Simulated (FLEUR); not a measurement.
## GaAs under changes of volume

One of the cells (22.590 Å³/atom); the others are scaled copies at fixed shape and fractional positions:

```
CELL_PARAMETERS angstrom
0.00000 2.82685 2.82685
2.82685 0.00000 2.82685
2.82685 2.82685 0.00000
ATOMIC_POSITIONS crystal
As 0.75000 0.75000 0.75000
Ga 0.00000 0.00000 0.00000
```

* Program: FLEUR MaX-R8.1 (later development tree)
* Functional: PBEsol
* Potentials or basis: all-electron
* Basis: FLAPW
* Kmax: 4.71 1/bohr
* k mesh: 8 × 8 × 8
* Occupations: fermi-dirac, width 0.05 eV
* Spin: no spin polarisation

```tsv
volume (Å³/atom)	energy over the lowest point (meV/atom)	gap on the mesh (eV)
21.234	21.59	0.92
21.686	9.65	0.76
22.138	2.66	0.60
22.590	0.00	0.45
23.041	?	?
23.493	6.36	0.16
23.945	14.45	none
```

Q: What does the run at 23.041 Å³/atom give?

A: Energy over the lowest point 1.51 meV/atom; gap on the mesh 0.30 eV.

Worked out: A Birch-Murnaghan fit of order 3 (a polynomial in V^(-2/3)) to the other rows has its minimum at 22.65 Å³/atom with B0 = V·E''(V) = 69 GPa and B' = 4.4. It gives 1.41 meV/atom at 23.041 Å³/atom, against the run's 1.51.

Energies are extrapolated to zero smearing.

A mesh can miss the band edges. Spin-orbit coupling on As, Ga is left out.

A gap of «none» marks a metal or a gap under the smearing width.
